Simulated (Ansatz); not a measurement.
Computed with DFT PBE, scalar-relativistic, plane waves, PAW in Ansatz. All cells share a 420 eV cutoff and Γ-centred k meshes spaced at most about 0.3 Å⁻¹ (2π included). No spin polarisation.

These are static total energies at zero pressure.

Two relaxed structures of LiH:

1.

Space group P-3m1 (No. 164). a = 2.813 Å, b = 2.813 Å, c = 11.842 Å, α = 90.00°, β = 90.00°, γ = 120.00°
```tsv
atom	site	symmetry	x	y	z
Li	2c	3m.	0.0000	0.0000	0.7930
Li	1a	-3m.	0.0000	0.0000	0.0000
Li	2d	3m.	0.3333	0.6667	0.4023
H	2d	3m.	0.3333	0.6667	0.6954
H	2d	3m.	0.6667	0.3333	0.8966
H	1b	-3m.	0.0000	0.0000	0.5000
```

2.

Space group Fm-3m (No. 225). a = 4.008 Å, b = 4.008 Å, c = 4.008 Å, α = 90.00°, β = 90.00°, γ = 90.00°
```json
{"atom": "Li", "site": "4a", "symmetry": "m-3m", "x": "0.0000", "y": "0.0000", "z": "0.0000"}
{"atom": "H", "site": "4b", "symmetry": "m-3m", "x": "0.5000", "y": "0.0000", "z": "0.0000"}
```

Problem. Which is lower in energy, and by how much?

Solution. Cell 2 is lower, by 22 meV/atom. Cell 1 has space group P-3m1 (No. 164), 8.1 Å³/atom and a gap of 3.46 eV on its mesh; cell 2 has the rock salt type, space group Fm-3m (No. 225), 8.0 Å³/atom and a gap of 2.98 eV. In cell 1, Li on a site of symmetry 3m has 6 H at 1.99–2.04 Å; Li on a site of symmetry -3m has 6 H at 2.03 Å; around H on a site of symmetry 3m lie 6 Li at 1.99 Å; 3 more sites not described. In cell 2, Li has 6 H at 2.00 Å; H has 6 Li at 2.00 Å. Origin: cell 1, invented; cell 2, reached from a cell as deposited in COD, among other starts. Shaken at random and relaxed again, cell 1 came back. Checks on cell 1: no imaginary mode on a 3×3×1 q mesh.

Kohn–Sham gaps at this level usually fall short of measured ones. With hydrogen, zero-point motion can shift such differences by 10 meV/atom or more.
